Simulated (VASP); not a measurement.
A run of VASP 6.6.1:

Contents of INCAR:

```
  PREC = Accurate
  ENCUT = 600
  EDIFF = 1E-7
  ISMEAR = 0
  SIGMA = 0.1
  LREAL = F
  LASPH = T
  NELM = 100
  ALGO = Fast
  ISIF = 3
  LWAVE = F
  LCHARG = F
  GGA = PS
  IBRION = 2
  NSW = 100
  EDIFFG = -0.01
```

File KPOINTS:

```
Automatic mesh
0
Gamma
  15 15 12
```

POSCAR

```
Fe
1.0
    3.6838996677      0.0000000000      0.0000000000
   -1.8419498338      3.1903506972      0.0000000000
    0.0000000000      0.0000000000      4.1537625170
Fe
4
Direct
    0.0000000000      0.0000000000      0.2500000000
    0.0000000000      0.0000000000      0.7500000000
    0.3333333333      0.6666666667      0.7500000000
    0.6666666667      0.3333333333      0.2500000000
```

Potentials or basis: VASP PAW PBE potentials, release 64 (Fe).

The run is started by

```console
$ cat potpaw_PBE.64/Fe/POTCAR > POTCAR
$ mpirun -np 1 vasp_std > vasp.out
```

Hardware: 1 thread of Intel(R) Xeon(R) 6975P-C (Granite Rapids) (shared host).

Task: How long does it take, and how much memory?

Result: Run time: 8.9 min on 1 thread of Intel(R) Xeon(R) 6975P-C (Granite Rapids), with other jobs on the host, peak memory 0.33 GiB. Counts: scf iterations 83, k points 189, ion steps 5.
